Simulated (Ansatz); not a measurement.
Relaxing CoO

All numbers below come from DFT PBE, scalar-relativistic, plane waves, PAW in Ansatz. Settings: 420 eV cutoff, 12×12×8 k-mesh, Gaussian smearing of 0.01 eV, collinear spin.

What was changed: uniaxial strain along c, with a, b and atoms relaxed: +2.0 %.

Command:

```bash
ansatz run input.yaml --threads 1 --pin off --max-ram 2560MiB --backend cpu --events-out ev --progress --plain --runs-dir out
```

Input:

```yaml
crystal:
  lattice:
    - [3.1515494457, 0.0, 0.0]
    - [-1.5757747229, 2.7293218813, 0.0]
    - [0.0, 0.0, 5.3942720825]
  atoms:
    - { symbol: Co, position: [-7.0e-10, 7.0e-10, 0.0082965844], spin: -2.32 }
    - { symbol: Co, position: [0.3333333319, 0.6666666681, 0.5082968113], spin: 2.32 }
    - { symbol: O, position: [8.9e-09, -8.9e-09, 0.3667040277], spin: 0.17 }
    - { symbol: O, position: [0.3333333266, 0.6666666734, 0.8667035766], spin: -0.17 }
basis:
  ecutwfc: 420
kpoints:
  mp_grid: { grid: [12, 12, 8] }
hamiltonian:
  xc: pbe
scf:
  occupations: { method: gaussian, width: 0.01 }
output:
  forces: true
  stress: true
  eigenvalues: true
  populations: true
magnetization:
  spin_polarized: true
relax:
  adjacent_minimum: "off"
  f_tol: 0.008
  max_steps: 40
  cell: { stress_tol: 0.015, fix: [c, angles] }
```

F is the free energy. Steps run on the plane waves of an earlier cell, but the last one, and at times one on the way, on a freshly chosen basis, so a repeated geometry can differ a little in energy. The held parts of the cell keep their stress, so P needn't end at zero.

Steps:

```tsv
step	F − F(1) (eV)	largest force component (eV/Å)	V (Å³/atom)	P (GPa)
1	0.0000	0.083	11.600	-1.82
2	-0.0009	0.068	11.578	-1.62
3	-0.0017	0.040	11.559	-1.54
4	-0.0022	0.001	11.540	-1.31
5	-0.0012	0.001	11.540	-1.35
6	-0.0013	0.000	11.537	-1.31
7	-0.0012	0.000	11.537	-1.31
```

Relaxed structure:

```yaml
crystal:
  lattice:
    - [3.14296, 0.00000, 0.00000]
    - [-1.57148, 2.72188, 0.00000]
    - [0.00000, 0.00000, 5.39427]
  atoms:
    - { symbol: Co, position: [0.00000, 0.00000, 0.00942] }
    - { symbol: Co, position: [0.33333, 0.66667, 0.50942] }
    - { symbol: O, position: [0.00000, 0.00000, 0.36558] }
    - { symbol: O, position: [0.33333, 0.66667, 0.86558] }
```

It takes space group P6_3mc (No. 186, hexagonal). Conventional cell: a = 3.143 Å, b = 3.143 Å, c = 5.394 Å, α = 90.00°, β = 90.00°, γ = 120.00°. Around Co (site symmetry 3m) lie 4 O at 1.92 to 1.97 Å. O (site symmetry 3m) has 4 Co at 1.92 to 1.97 Å as nearest neighbours.

The run converged. The run took 3.4 min on 1 thread of AMD EPYC 9R45 96-Core Processor (Zen 5), on a shared host, peak memory 0.98 GiB.